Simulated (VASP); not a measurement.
# Zn: single point with PBEsol

The system is Zn.

```
Zn
1.0
     2.59346    0.00000    0.00000
    -1.29673    2.24601    0.00000
     0.00000    0.00000    4.91887
Zn
2
Direct
  0.33333 0.66667 0.25000
  0.66667 0.33333 0.75000
```

| Quantity | Value |
| --- | --- |
| Program | VASP 6.6.1 |
| Task | single point |
| Functional | PBEsol |
| Potentials or basis | VASP PAW PBE potentials, release 64 (Zn) |
| Cutoff | 520 eV |
| k mesh | 27 × 27 × 14 |
| Occupations | gaussian, width 0.1 eV |
| Spin | no spin polarisation |

```
Pressure               : 0.2 GPa
Band gap on the k mesh : none (metal or under the smearing width)
```

Stress tensor (GPa, compression positive):
```
 0.64  0.00  0.00
 0.00  0.64  0.00
 0.00  0.00 -0.63
```

Levels at points of the mesh, in eV from the Fermi level:
```csv
k point,band 10,band 11,band 12,band 13,band 14,band 15
"(0.00, 0.00, 0.00)",-7.09,-7.09,-3.99,-3.17,13.48,17.33
"(0.00, 0.00, 0.50)",-7.18,-7.18,-7.18,4.42,4.42,20.06
```

Run time: 6.6 min on 1 thread of Intel(R) Xeon(R) Platinum 8488C (Sapphire Rapids), on a shared host, peak memory 0.65 GiB.

Caveat: the PAW data sets were made with another functional, which shifts forces and pressure a little.
